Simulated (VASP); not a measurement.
# From one sheet to two: 2H-MoS2 monolayer, part 3 of 5

What are the lattice, gap and band positions of 2H-MoS2 monolayer, and what does a second sheet change?

VASP 6.6.1, plane waves and PAW; the level of theory is named at each step.

So far. Step 6 (The slab in a field, field 0.1): Energy at zero smearing: -22.74838 eV.

## 7. With spin-orbit coupling

This step: PBE with D3(BJ), spin-orbit coupling, no spin polarisation; plane waves and PAW (Mo, S) (VASP 6.6.1).

For heavy elements spin-orbit coupling shifts the highest filled levels.

The input, INCAR:

```
SYSTEM = MoS2
PREC = Normal
ENCUT = 350
EDIFF = 1E-06
NELM = 120
ISMEAR = 0
SIGMA = 0.03
LREAL = .FALSE.
ALGO = Fast
GGA = PE
IVDW = 12
LNONCOLLINEAR = .TRUE.
MAGMOM = 0 0 0 0 0 0 0 0 0
NBANDS = 30
GGA_COMPAT = .FALSE.
LASPH = .TRUE.
LSORBIT = .TRUE.
LMAXMIX = 4
LWAVE = .FALSE.
LCHARG = .FALSE.
KPAR = 4
IDIPOL = 3
LDIPOL = .TRUE.
DIPOL = 0.5 0.5 0.5
```

The input, POSCAR:

```
MoS2
1.0
    3.1510679983      0.0000000000      0.0000000000
   -1.5755339991      2.7289049355      0.0000000000
    0.0000000000      0.0000000000     22.0000000000
Mo S
1 2
Direct
    0.3333333333      0.6666666667      0.5000000000
    0.6666666667      0.3333333333      0.4286452981
    0.6666666667      0.3333333333      0.5713547019
```

The input, KPOINTS:

```
Automatic mesh
0
Gamma
12 12 1
0 0 0
```

The input, KPOINTS_OPT:

```
Line mode
14
Line-mode
Reciprocal
  0.00000000   0.00000000   0.00000000 GAMMA
  0.50000000   0.00000000   0.00000000 M

  0.50000000   0.00000000   0.00000000 M
  0.33333333   0.33333333   0.00000000 K

  0.33333333   0.33333333   0.00000000 K
  0.00000000   0.00000000   0.00000000 GAMMA
```

PAW data sets: Mo and S (PBE family, release 64).

The run is started by

```sh
$ mpirun -np 4 vasp_ncl
```

Log:

```text
[... set-up lines as in an earlier step ...]
 entering main loop
       N       E                     dE             d eps       ncg     rms          rms(c)
DAV:   1     0.116926988645E+03    0.11693E+03   -0.50694E+03  1884   0.654E+02
DAV:   2    -0.845923426178E+01   -0.12539E+03   -0.11802E+03  2776   0.168E+02
DAV:   3    -0.229864969812E+02   -0.14527E+02   -0.14337E+02  2468   0.657E+01
DAV:   4    -0.233349113539E+02   -0.34841E+00   -0.34684E+00  2360   0.121E+01
DAV:   5    -0.233438807036E+02   -0.89693E-02   -0.89665E-02  2396   0.191E+00    0.260E+01
RMM:   6    -0.221621697631E+02    0.11817E+01   -0.41697E+00  2012   0.110E+01    0.891E+00
RMM:   7    -0.219351327959E+02    0.22704E+00   -0.11012E+00  2010   0.643E+00    0.722E+00
RMM:   8    -0.218135562236E+02    0.12158E+00   -0.63207E-01  2102   0.467E+00    0.147E+00
RMM:   9    -0.218049239298E+02    0.86323E-02   -0.74390E-02  2217   0.222E+00    0.433E-01
RMM:  10    -0.218036512963E+02    0.12726E-02   -0.13504E-02  2228   0.777E-01    0.302E-01
RMM:  11    -0.218029155085E+02    0.73579E-03   -0.26547E-03  2296   0.349E-01    0.145E-01
RMM:  12    -0.218030845964E+02   -0.16909E-03   -0.85330E-04  2507   0.169E-01    0.588E-02
RMM:  13    -0.218030242235E+02    0.60373E-04   -0.25628E-04  2149   0.102E-01    0.546E-02
RMM:  14    -0.218030249190E+02   -0.69548E-06   -0.12295E-04  2328   0.639E-02    0.354E-02
RMM:  15    -0.218030394535E+02   -0.14534E-04   -0.27923E-05  2248   0.349E-02    0.186E-02
RMM:  16    -0.218033269448E+02   -0.28749E-03   -0.30814E-04  2914   0.699E-02    0.309E-02
RMM:  17    -0.218033767107E+02   -0.49766E-04   -0.12086E-05  2160   0.206E-02    0.164E-02
RMM:  18    -0.218034243207E+02   -0.47610E-04   -0.27897E-06  2217   0.957E-03    0.874E-03
RMM:  19    -0.218034637300E+02   -0.39409E-04   -0.22062E-05  2688   0.202E-02    0.174E-03
RMM:  20    -0.218034797191E+02   -0.15989E-04   -0.10612E-06  1727   0.686E-03    0.385E-03
RMM:  21    -0.218034824075E+02   -0.26884E-05   -0.28785E-07  1455   0.345E-03    0.271E-03
RMM:  22    -0.218034876277E+02   -0.52202E-05   -0.72927E-07  1640   0.397E-03    0.598E-04
RMM:  23    -0.218034881612E+02   -0.53349E-06   -0.93561E-08  1219   0.209E-03
   1 F= -.22762932E+02 E0= -.22762932E+02  d E =-.653674E-17  mag=    -0.0000     0.0000     0.0000
 Start KPOINTS_OPT (optional k-point list driver)
k-point batch [1-31\42]
       N       E                     dE             ncg
DAV:   1    -0.758963290107E+02   -0.13455E+05     1868
DAV:   2    -0.395405114845E+04   -0.38782E+04     2842
DAV:   3    -0.436365384879E+04   -0.40960E+03     2410
DAV:   4    -0.437233912774E+04   -0.86853E+01     2280
DAV:   5    -0.437255215024E+04   -0.21302E+00     2410
DAV:   6    -0.437255922463E+04   -0.70744E-02     2388
DAV:   7    -0.437255949189E+04   -0.26726E-03     2484
DAV:   8    -0.437255950532E+04   -0.13426E-04     2214
DAV:   9    -0.437255950598E+04   -0.66277E-06     1574
k-point batch [32-42\42]
       N       E                     dE             ncg
DAV:   1     0.113535252232E+05   -0.23884E+04      676
DAV:   2     0.101396185332E+05   -0.12139E+04      986
DAV:   3     0.998407040288E+04   -0.15555E+03      874
DAV:   4     0.997969878495E+04   -0.43716E+01      836
DAV:   5     0.997958498613E+04   -0.11380E+00      812
DAV:   6     0.997958110681E+04   -0.38793E-02      862
DAV:   7     0.997958096268E+04   -0.14413E-03      832
DAV:   8     0.997958095467E+04   -0.80069E-05      800
DAV:   9     0.997958095426E+04   -0.41411E-06      584
```

The job ended after 41 s (4 MPI ranks of Intel Xeon 6975P-C (Granite Rapids), shared host; peak memory 1.7 GiB; 2.4 min of CPU time).

OUTCAR, selected parts (step 7):

```text
   k-points           NKPTS =     31   k-points in BZ     NKDIM =     31   number of bands    NBANDS=     30

   NELECT =      18.0000    total number of electrons

 E-fermi :  -2.5273

 k-point     1 :       0.0000    0.0000    0.0000
  band No.  band energies     occupation
    ...
     14      -4.2428      1.00000
     15      -4.1568      1.00000
     16      -4.1568      1.00000
     17      -2.8891      1.00000
     18      -2.8891      1.00000
     19       0.0527      0.00000
     20       0.0527      0.00000
     21       0.1317      0.00000
     22       0.1317      0.00000
     23       0.3098      0.00000
    ...

 Edisp (eV)   -0.95944

  Total      -0.02589    -0.02589    -0.09021    -0.00000     0.00000    -0.00000
  in kB      -0.21927    -0.21927    -0.76401    -0.00000     0.00000    -0.00000
  external pressure =       -0.40 kB  Pullay stress =        0.00 kB

 POSITION                                       TOTAL-FORCE (eV/Angst)
 -----------------------------------------------------------------------------------
     -0.00000      1.81927     11.00000        -0.000000      0.000000      0.000000
      1.57553      0.90963      9.43020        -0.000000      0.000000      0.005684
      1.57553      0.90963     12.56980         0.000000      0.000000     -0.005684
 -----------------------------------------------------------------------------------
    total drift:                                0.000002     -0.000002      0.000000

  FREE ENERGIE OF THE ION-ELECTRON SYSTEM (eV)
  ---------------------------------------------------
  free  energy   TOTEN  =       -22.7629319939 eV

  energy  without entropy=      -22.7629319939  energy(sigma->0) =      -22.76293199

 vacuum level on the upper side and lower side of the slab         3.013         3.013

 Spin-Orbit-Coupling matrix elements
 Ion:    1  E_soc:     -0.0271678
 Ion:    2  E_soc:     -0.0022388
 Ion:    3  E_soc:     -0.0022388

[... 7 parts as in an earlier step ...]

[... 9 further parts left out ...]
```

Numbers from this step:

```
electronic cycles                 : 23
free energy (TOTEN)               : -22.76 eV
Fermi energy                      : -2.527 eV
least gap on mesh and path        : 1.706 eV
least direct gap on mesh and path : 1.706 eV
dipole moment                     : 0, 0, 0 e·Å
```

On-site spin-orbit energy by atom:

```tsv
atom	on-site spin-orbit energy (eV)
Mo1	-0.0272
S2	-0.0022
S3	-0.0022
```

Electronic bands along the path, in eV, zero at the valence-band top; v1 is the highest filled band, c1 the lowest empty one:

```tsv
point	v4	v3	v2	v1	c1	c2	c3	c4
Γ	-1.46	-1.46	-0.20	-0.20	2.75	2.75	2.82	2.82
0.54 of the way	-1.52	-1.52	-0.95	-0.95	2.08	2.08	2.29	2.29
M	-0.95	-0.95	-0.74	-0.74	2.23	2.23	2.74	2.74
0.46 of the way	-2.03	-2.02	-0.45	-0.34	2.14	2.19	2.90	3.05
K	-2.32	-2.30	-0.15	0.00	1.71	1.71	2.90	2.93
0.46 of the way	-1.23	-1.20	-0.93	-0.84	1.80	1.88	2.47	2.48
Γ	-1.46	-1.46	-0.20	-0.20	2.75	2.75	2.82	2.82
```

On this path the gap is direct, 1.71 eV, with the valence top at K and the conduction bottom at K.

## 8. A rigid stacking

This step: PBE with D3(BJ), no spin polarisation; plane waves and PAW (Mo, S) (VASP 6.6.1).

System of this step: bilayer of 2H-MoS2 monolayer. The cell holds 6 atoms: 2 Mo and 4 S. Its edges and angles: a = 3.151 Å, b = 3.151 Å, c = 26.379 Å, α = 90.0°, β = 90.0°, γ = 120.0°. upper sheet same orientation, shifted by (0.00, 0.00). Vacuum lies along c.

Two rigid sheets are set at a typed distance in several high-symmetry stackings, to find where to start. The upper sheet is shifted or turned in the plane and never flipped over.

The input, INCAR:

```
SYSTEM = MoS2
PREC = Normal
ENCUT = 350
EDIFF = 1E-05
NELM = 120
ISMEAR = 0
SIGMA = 0.03
LREAL = .FALSE.
ALGO = Fast
GGA = PE
IVDW = 12
NBANDS = 24
LASPH = .TRUE.
LORBIT = 11
LWAVE = .FALSE.
LCHARG = .FALSE.
KPAR = 4
IDIPOL = 3
LDIPOL = .TRUE.
DIPOL = 0.5 0.5 0.5
```

The input, POSCAR:

```
MoS2
1.0
    3.1510679983      0.0000000000      0.0000000000
   -1.5755339991      2.7289049355      0.0000000000
    0.0000000000      0.0000000000     26.3792137672
Mo S
2 4
Direct
    0.3333333300      0.6666666700      0.3817325100
    0.3333333300      0.6666666700      0.6182674900
    0.6666666700      0.3333333300      0.3222234000
    0.6666666700      0.3333333300      0.4412416100
    0.6666666700      0.3333333300      0.5587583900
    0.6666666700      0.3333333300      0.6777766000
```

KPOINTS is that of step 7.

The run is started by

```sh
$ mpirun -np 4 vasp_std
```

Log:

```text
[banner, memory and clock lines left out]
running    4 mpi-ranks, on    1 nodes
 distrk:  each k-point on    1 cores,    4 groups
 distr:  one band on    1 cores,    1 groups

 POSCAR found type information on POSCAR MoS
 POSCAR found :  2 types and       6 ions
 LDA part: xc-table for (Slater+PW92), standard interpolation
 POSCAR, INCAR and KPOINTS ok, starting setup
 FFT: planning ... GRIDC
 FFT: planning ... GRID_SOFT
 FFT: planning ... GRID
 WAVECAR not read
 entering main loop
       N       E                     dE             d eps       ncg     rms          rms(c)
DAV:   1     0.217834913203E+03    0.21783E+03   -0.11595E+04   912   0.878E+02
DAV:   2    -0.242244363009E+02   -0.24206E+03   -0.23553E+03  1368   0.215E+02
DAV:   3    -0.458026084419E+02   -0.21578E+02   -0.21344E+02  1144   0.741E+01
DAV:   4    -0.464544520193E+02   -0.65184E+00   -0.64994E+00  1352   0.141E+01
DAV:   5    -0.464689303503E+02   -0.14478E-01   -0.14472E-01  1160   0.212E+00    0.366E+01
RMM:   6    -0.440242251743E+02    0.24447E+01   -0.14872E+01   966   0.159E+01    0.122E+01
RMM:   7    -0.435123046144E+02    0.51192E+00   -0.33406E+00   918   0.914E+00    0.943E+00
RMM:   8    -0.434036563948E+02    0.10865E+00   -0.14035E+00   963   0.620E+00    0.216E+00
RMM:   9    -0.433981635569E+02    0.54928E-02   -0.23185E-01  1060   0.294E+00    0.102E+00
RMM:  10    -0.433978562903E+02    0.30727E-03   -0.60070E-02  1237   0.107E+00    0.429E-01
RMM:  11    -0.433967967900E+02    0.10595E-02   -0.10234E-02  1142   0.501E-01    0.213E-01
RMM:  12    -0.433968027306E+02   -0.59406E-05   -0.24456E-03  1236   0.242E-01    0.885E-02
RMM:  13    -0.433969455723E+02   -0.14284E-03   -0.52139E-04  1269   0.113E-01    0.485E-02
RMM:  14    -0.433970158955E+02   -0.70323E-04   -0.18194E-04  1186   0.630E-02    0.210E-02
RMM:  15    -0.433971572540E+02   -0.14136E-03   -0.31064E-04  1117   0.788E-02    0.307E-02
RMM:  16    -0.433972200508E+02   -0.62797E-04   -0.51040E-05   973   0.407E-02    0.213E-02
RMM:  17    -0.433972377399E+02   -0.17689E-04   -0.10722E-05   746   0.162E-02    0.965E-03
RMM:  18    -0.433972467584E+02   -0.90185E-05   -0.61860E-06   703   0.101E-02
   1 F= -.45612621E+02 E0= -.45612621E+02  d E =-.790934E-12
```

Wall time 8 s (4 MPI ranks); peak memory 0.74 GiB.

OUTCAR, selected parts (step 8):

```text
   k-points           NKPTS =     19   k-points in BZ     NKDIM =     19   number of bands    NBANDS=     24

   ENCUT  =  350.0 eV  25.72 Ry    5.07 a.u.   4.81  4.81 40.24*2*pi/ulx,y,z

   NELECT =      36.0000    total number of electrons

 E-fermi :  -0.0824

 k-point     1 :       0.0000    0.0000    0.0000
  band No.  band energies     occupation
    ...
     14      -2.0999      2.00000
     15      -2.0999      2.00000
     16      -1.9982      2.00000
     17      -1.0214      2.00000
     18      -0.2125      2.00000
     19       2.1207      0.00000
     20       2.1669      0.00000
     21       2.2185      0.00000
     22       2.2274      0.00000
     23       2.3523      0.00000
    ...

 Edisp (eV)   -2.21537

  Total      -0.18584    -0.18584     0.98122    -0.00000     0.00000     0.00000
  in kB      -1.31264    -1.31264     6.93057    -0.00000     0.00000     0.00000
  external pressure =        1.44 kB  Pullay stress =        0.00 kB

 POSITION                                       TOTAL-FORCE (eV/Angst)
 -----------------------------------------------------------------------------------
     -0.00000      1.81927     10.06980        -0.000000      0.000000     -0.010309
     -0.00000      1.81927     16.30941        -0.000000      0.000000      0.010309
      1.57553      0.90963      8.50000         0.000000     -0.000000      0.010440
      1.57553      0.90963     11.63961         0.000000      0.000000     -0.369173
      1.57553      0.90963     14.73961         0.000000     -0.000000      0.369173
      1.57553      0.90963     17.87921         0.000000     -0.000000     -0.010440
 -----------------------------------------------------------------------------------
    total drift:                               -0.000026      0.000015      0.000000

  FREE ENERGIE OF THE ION-ELECTRON SYSTEM (eV)
  ---------------------------------------------------
  free  energy   TOTEN  =       -45.6126209574 eV

  energy  without entropy=      -45.6126209574  energy(sigma->0) =      -45.61262096

 vacuum level on the upper side and lower side of the slab         4.862         4.862

[... 3 parts as in an earlier step ...]

[... 13 further parts left out ...]
```

Numbers from this step:

* electronic cycles: 18
* electrons: 36
* free energy (TOTEN): -45.61 eV
* Fermi energy: -0.0824 eV
* gap on the k-mesh: 1.222 eV
* least direct gap on the k-mesh: 1.743 eV

Force by atom:

```tsv
atom	x (eV/Å)	y (eV/Å)	z (eV/Å)	size
Mo1	0.000	0.000	-0.010	0.010
Mo2	0.000	0.000	0.010	0.010
S3	0.000	0.000	0.010	0.010
S4	0.000	0.000	-0.369	0.369
S5	0.000	0.000	0.369	0.369
S6	0.000	0.000	-0.010	0.010
```

Energy at zero smearing: -45.61262 eV.

## 9. A rigid stacking

INCAR is that of step 8.

The input, POSCAR:

```
MoS2
1.0
    3.1510679983      0.0000000000      0.0000000000
   -1.5755339991      2.7289049355      0.0000000000
    0.0000000000      0.0000000000     26.3792137672
Mo S
2 4
Direct
    0.3333333300      0.6666666700      0.3817325100
    0.6666666700      0.3333333300      0.6182674900
    0.6666666700      0.3333333300      0.3222234000
    0.6666666700      0.3333333300      0.4412416100
    0.0000000000      1.0000000000      0.5587583900
    0.0000000000      1.0000000000      0.6777766000
```

KPOINTS is that of step 8.

The run is started by

```sh
$ mpirun -np 4 vasp_std
```

Log:

```text
[... set-up lines as in an earlier step ...]
 entering main loop
       N       E                     dE             d eps       ncg     rms          rms(c)
DAV:   1     0.217495277279E+03    0.21750E+03   -0.11586E+04   912   0.877E+02
DAV:   2    -0.247340614160E+02   -0.24223E+03   -0.23633E+03  1392   0.216E+02
DAV:   3    -0.460039102011E+02   -0.21270E+02   -0.21055E+02  1200   0.737E+01
DAV:   4    -0.465841424108E+02   -0.58023E+00   -0.57899E+00  1296   0.136E+01
[...]
RMM:  19    -0.435404033073E+02   -0.11634E-04   -0.92575E-06   650   0.141E-02    0.286E-03
RMM:  20    -0.435404139810E+02   -0.10674E-04   -0.21435E-06   591   0.800E-03    0.497E-03
RMM:  21    -0.435404191736E+02   -0.51926E-05   -0.69955E-07   452   0.489E-03
   1 F= -.45758032E+02 E0= -.45758032E+02  d E =-.304480E-15
```

Wall time 8.8 s (4 MPI ranks); peak memory 0.77 GiB; 29 s of CPU time.

From OUTCAR (step 9):

```text
 Edisp (eV)   -2.21761

  Total      -0.18962    -0.18962    -0.64457    -0.00000     0.00000    -0.00000
  in kB      -1.33932    -1.33932    -4.55274    -0.00000     0.00000    -0.00000
  external pressure =       -2.41 kB  Pullay stress =        0.00 kB

 POSITION                                       TOTAL-FORCE (eV/Angst)
 -----------------------------------------------------------------------------------
     -0.00000      1.81927     10.06980         0.000000     -0.000000      0.057242
      1.57553      0.90963     16.30941         0.000000     -0.000000     -0.040763
      1.57553      0.90963      8.50000        -0.000000      0.000000      0.013412
      1.57553      0.90963     11.63961        -0.000000      0.000000      0.008039
      0.00000      0.00000     14.73961         0.000000     -0.000000     -0.017032
      0.00000      0.00000     17.87921         0.000000     -0.000000     -0.020899
 -----------------------------------------------------------------------------------
    total drift:                               -0.000004      0.000010      0.001233

  FREE ENERGIE OF THE ION-ELECTRON SYSTEM (eV)
  ---------------------------------------------------
  free  energy   TOTEN  =       -45.7580315315 eV

  energy  without entropy=      -45.7580315315  energy(sigma->0) =      -45.75803153

[... 2 parts as in an earlier step ...]

[... 1 further part left out ...]
[key lines of the parts left out:]
E-fermi :  -0.1821
```

Energy at zero smearing: -45.75803 eV.

## 10. A rigid stacking

INCAR is that of step 9.

Changes to POSCAR since step 9:

```diff
@@ -12,3 +12,3 @@
     0.6666666700      0.3333333300      0.4412416100
-    0.0000000000      1.0000000000      0.5587583900
-    0.0000000000      1.0000000000      0.6777766000
+    0.3333333300      0.6666666700      0.5587583900
+    0.3333333300      0.6666666700      0.6777766000
```

KPOINTS is that of step 9.

The run is started by

```sh
$ mpirun -np 4 vasp_std
```

Log:

```text
[... set-up lines as in an earlier step ...]
 entering main loop
       N       E                     dE             d eps       ncg     rms          rms(c)
DAV:   1     0.217085024714E+03    0.21709E+03   -0.11581E+04   912   0.877E+02
DAV:   2    -0.247650203696E+02   -0.24185E+03   -0.23568E+03  1384   0.215E+02
DAV:   3    -0.459788467353E+02   -0.21214E+02   -0.21022E+02  1168   0.736E+01
DAV:   4    -0.465913443306E+02   -0.61250E+00   -0.61069E+00  1344   0.137E+01
[...]
RMM:  15    -0.435417927517E+02   -0.27996E-04   -0.95900E-05  1076   0.488E-02    0.148E-02
RMM:  16    -0.435419728726E+02   -0.18012E-03   -0.27794E-04  1234   0.643E-02    0.406E-02
RMM:  17    -0.435419643970E+02    0.84756E-05   -0.27492E-05   838   0.311E-02
   1 F= -.45759446E+02 E0= -.45759446E+02  d E =-.546263E-11
```

Elapsed: 7.4 s, on 4 MPI ranks; peak memory 0.77 GiB.

From OUTCAR (step 10):

```text
 Edisp (eV)   -2.21748

  Total      -0.23124    -0.23124    -0.60987    -0.00000     0.00000    -0.00000
  in kB      -1.63329    -1.63329    -4.30766    -0.00000     0.00000    -0.00000
  external pressure =       -2.52 kB  Pullay stress =        0.00 kB

 POSITION                                       TOTAL-FORCE (eV/Angst)
 -----------------------------------------------------------------------------------
     -0.00000      1.81927     10.06980        -0.000000      0.000000      0.036322
      1.57553      0.90963     16.30941        -0.000000     -0.000000     -0.036322
      1.57553      0.90963      8.50000         0.000000     -0.000000      0.019819
      1.57553      0.90963     11.63961         0.000000      0.000000      0.018900
     -0.00000      1.81927     14.73961         0.000000     -0.000000     -0.018900
     -0.00000      1.81927     17.87921        -0.000000      0.000000     -0.019819
 -----------------------------------------------------------------------------------
    total drift:                                0.000000     -0.000000     -0.000000

  FREE ENERGIE OF THE ION-ELECTRON SYSTEM (eV)
  ---------------------------------------------------
  free  energy   TOTEN  =       -45.7594458073 eV

  energy  without entropy=      -45.7594458073  energy(sigma->0) =      -45.75944581

[... 2 parts as in an earlier step ...]

[... 1 further part left out ...]
[key lines of the parts left out:]
E-fermi :  -0.2240
```

Energy at zero smearing: -45.75945 eV.

(Part 3 of 5 ends here.)

[Lines on the potential files, build, host, timing and source positions are cut from VASP's logs without a mark.]

[Logs are printed without paths, hosts, clocks, repeated set-up lines and the standing remarks that a program may print on its own settings, such as how far it seeks lower states.]

[Hosts, paths, dates, database ids (printed as entryN), source tags and the programs' standing remarks are cut or masked in the printed files.]

[Runs that stopped without an error message from VASP are left out.]
